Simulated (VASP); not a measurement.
Crystal: HfSiO4 (Hafnon).

```xyz
12
Lattice="-3.2862 3.2862 2.9816 3.2862 -3.2862 2.9816 3.2862 3.2862 -2.9816" Properties=species:S:1:pos:R:3 pbc="T T T"
Hf    0.0000    0.0000    0.0000
Hf    0.0000    3.2862    1.4908
Si    0.0000    0.0000    2.9816
Si    3.2862    0.0000    1.4908
O     2.0736    3.2862    1.0746
O     3.2863   -1.2126    2.5654
O     1.2126    0.0000    4.0562
O     3.2862    1.2126    2.5654
O     2.0736    0.0000    0.4162
O     0.0000    1.2126    1.9070
O     4.4989    0.0000    0.4162
O     3.2862    2.0736   -1.0746
```

- Program: VASP 6.6.1
- Task: single point
- Functional: PBE
- Potentials or basis: VASP PAW PBE potentials, release 64 (Hf_pv, Si, O)
- Cutoff: 520 eV
- k mesh: 6 × 6 × 6
- Occupations: fermi-dirac, width 0.05 eV
- Spin: no spin polarisation

On this cell: pressure 5.8 GPa; largest force 0.530 eV/Å; band gap on the k mesh 5.41 eV, indirect (least direct gap 5.76 eV).

The same run follows on a disturbed copy (atoms moved at random, drawn with an rms of 0.05 Å):

```xyz
12
Lattice="-3.2862 3.2862 2.9816 3.2862 -3.2862 2.9816 3.2862 3.2862 -2.9816" Properties=species:S:1:pos:R:3 pbc="T T T"
Hf   -0.0468    0.0153    0.0278
Hf    0.0226    3.2641    1.4484
Si   -0.0248    0.0481    2.9666
Si    3.3116    0.0148    1.4786
O     2.1023    3.2738    1.0688
O     3.2987   -1.2208    2.5470
O     1.1811   -0.0052    4.0701
O     3.3021    1.2033    2.5240
O     2.0388   -0.0066    0.4050
O     0.0226    1.1809    1.9158
O     4.5169    0.0184    0.4160
O     3.2856    2.0388   -1.0536
```

Task: What changes?

Result: The energy moves by +32.8 meV/atom; pressure 7.0 GPa; largest force 3.907 eV/Å; band gap on the k mesh 5.20 eV, indirect (least direct gap 5.56 eV).

Forces on the atoms (eV/Å):
```
Hf   1.485 -0.711 -0.950
Hf  -0.951  0.715  0.434
Si   1.527 -3.340  1.334
Si  -1.745 -0.870 -1.064
O   -2.014  0.162  0.946
O    0.003 -0.111  0.422
O    0.939  0.151 -0.075
O   -0.039  1.260  1.474
O    1.080 -0.153  0.379
O   -0.146  2.744 -2.042
O    0.017 -0.225 -0.537
O   -0.157  0.378 -0.321
```

Stress tensor (GPa, compression positive):
```
 5.40  0.32 -2.67
 0.32  7.16 -1.74
-2.67 -1.74  8.48
```

Caveats: spin-orbit coupling is left out, which moves the levels of the heavy elements.

A k mesh can miss the band edges.
